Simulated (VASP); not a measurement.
A run of VASP 6.6.1:

Contents of INCAR:

```
ALGO = Normal
EDIFF = 1E-7
EDIFFG = -0.005
ENCUT = 600
GGA = CA
IBRION = 2
ISIF = 3
ISMEAR = 1
LASPH = True
LCHARG = False
LREAL = False
LWAVE = False
NELM = 80
NSW = 90
PREC = Accurate
SIGMA = 0.1
```

Contents of KPOINTS:

```
k-points
0
Gamma
  15 15 9
```

The input POSCAR:

```
Ru                                      
1.0
    2.6752210175     -0.0000000000      0.0000000000
   -1.3376105088      2.3168093619     -0.0000000000
   -0.0000000000      0.0000000000      4.2341956424
  Ru            
     2
Direct
     0.3333333332999970    0.6666666667000030    0.2500000000000000
     0.6666666667000030    0.3333333332999970    0.7500000000000000
```

Potentials or basis: VASP PAW LDA potentials, release 64 (Ru_pv).

Launch:

```sh
$ cat potpaw_LDA.64/Ru_pv/POTCAR > POTCAR
$ mpirun -np 1 vasp_std > vasp.out
```

Hardware: 1 thread of Intel(R) Xeon(R) Platinum 8488C (Sapphire Rapids) (shared host).

Problem. How long does it take, and how much memory?

Solution. Wall time 97 s on 1 thread of Intel(R) Xeon(R) Platinum 8488C (Sapphire Rapids), on a shared host, peak memory 0.19 GiB. Counts: scf iterations 28, k points 135, ion steps 4.
